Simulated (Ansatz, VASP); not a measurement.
**TiN in VASP and in Ansatz**

Contents of INCAR:

```
SYSTEM = TiN
ALGO = Normal ; EDIFF = 1E-7
EDIFFG = -0.005 ; ENCUT = 600
GGA = PE ; IBRION = 2
ISIF = 3 ; ISMEAR = -1
LASPH = .True. ; LCHARG = .False.
LREAL = .False. ; LWAVE = .False.
NELM = 100 ; NSW = 100
PREC = Accurate ; SIGMA = 0.03
```

KPOINTS

```
k-points
0
Gamma
  16 16 16
  0 0 0
```

File POSCAR:

```
TiN
1.0
    0.0000000000      2.2322827293      2.2322827293
    2.2322827293      0.0000000000      2.2322827293
    2.2322827293      2.2322827293      0.0000000000
Ti N
1 1
Direct
    0.0000000000      0.0000000000      0.0000000000
    0.5000000000      0.5000000000      0.5000000000
```

Input for Ansatz:

```yaml
crystal:
  lattice:
    - [0.0, 2.2322827293, 2.2322827293]
    - [2.2322827293, 0.0, 2.2322827293]
    - [2.2322827293, 2.2322827293, 0.0]
  atoms:
    - { symbol: Ti, position: [0.0, 0.0, 0.0] }
    - { symbol: "N", position: [0.5, 0.5, 0.5] }
kpoints:
  mp_grid: { grid: [16, 16, 16] }
scf:
  occupations: { method: fermi_dirac, width: 0.03 }
hamiltonian:
  xc: pbe
  pseudopotentials: { kind: paw }
output:
  forces: true
  stress: true
relax:
  f_tol: 0.005
  max_steps: 80
  cell: {}
```

Alike in both runs: task relaxation of cell and atoms; functional PBE; k mesh 16 × 16 × 16; occupations fermi-dirac, width 0.03 eV; no spin polarisation.

```csv
,VASP,Ansatz
version,VASP 6.6.1,Ansatz 0.2.0
potentials or method,"VASP PAW PBE potentials, release 64 (Ti_sv, N)","PAW with Ansatz's default frozen-core files, scalar-relativistic"
plane-wave cutoff (eV),600,420
valence electrons in the cell,17,17
```

|  | VASP | Ansatz | Ansatz less VASP |
| --- | --- | --- | --- |
| relaxed volume (Å³/atom) | 9.58 | 9.57 | -0.010 |
| relaxed cell length with the largest relative difference (Å) | 3.004 | 3.003 | -0.0010 |
| energy change over the relaxation (meV/atom) | -164 | -166 | -2.0 |
